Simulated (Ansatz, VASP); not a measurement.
## One calculation of AlN, two programs

File INCAR:

```
SYSTEM = AlN
PREC = Accurate ; ENCUT = 600
EDIFF = 1E-6 ; ISMEAR = 0
SIGMA = 0.01 ; LREAL = .FALSE.
LASPH = .TRUE. ; NELM = 100
ALGO = Normal ; ISIF = 3
LWAVE = .FALSE. ; LCHARG = .FALSE.
GGA = PS ; IBRION = 2
NSW = 80 ; EDIFFG = -0.01
```

File KPOINTS:

```
Automatic mesh
0
G
  8 8 8
  0 0 0
```

POSCAR

```
AlN
1.0
    0.0000000000      1.9690000000      1.9690000000
    1.9690000000      0.0000000000      1.9690000000
    1.9690000000      1.9690000000      0.0000000000
Al N
1 1
Direct
    0.0000000000      0.0000000000      0.0000000000
    0.5000000000      0.5000000000      0.5000000000
```

Input for Ansatz:

```yaml
crystal:
  lattice:
    - [0.0, 1.969, 1.969]
    - [1.969, 0.0, 1.969]
    - [1.969, 1.969, 0.0]
  atoms:
    - { symbol: Al, position: [0.0, 0.0, 0.0] }
    - { symbol: "N", position: [0.5, 0.5, 0.5] }
basis:
  ecutwfc: 420.0
kpoints:
  mp_grid:
    grid: [8, 8, 8]
hamiltonian:
  xc: pbesol
  pseudopotentials:
    kind: paw
scf:
  occupations:
    method: fixed
relax:
  max_steps: 60
  cell:
    p_target: 0.0
```

Measurements of this composition are mostly on another form, of space group No. 186.

Alike in both runs: task relaxation of cell and atoms; functional PBEsol; k mesh 8 × 8 × 8; no spin polarisation.

```csv
,VASP,Ansatz
version,VASP 6.6.1,Ansatz 0.2.0
potentials or method,"VASP PAW PBE potentials, release 64 (Al, N)","plane waves, PAW"
plane-wave cutoff (eV),600,420
occupations,"gaussian, width 0.01 eV",fixed
valence electrons in the cell,8,8
```

Ansatz gave:

| Item | Value |
| --- | --- |
| relaxed volume (Å³/atom) | 8.27 |
| relaxed cell length with the largest relative difference (Å) | 2.860 |
| energy change over the relaxation (meV/atom) | -46 |

Question: What did VASP give for the same quantities?

Answer: Relaxed volume (Å³/atom): 8.27; relaxed cell length with the largest relative difference (Å): 2.859; energy change over the relaxation (meV/atom): -46.

Caveats: the PAW data sets were made with another functional, which shifts forces and pressure a little (VASP). A k mesh can miss the band edges. PBEsol gaps usually lie below the measured ones, often by a third to a half.
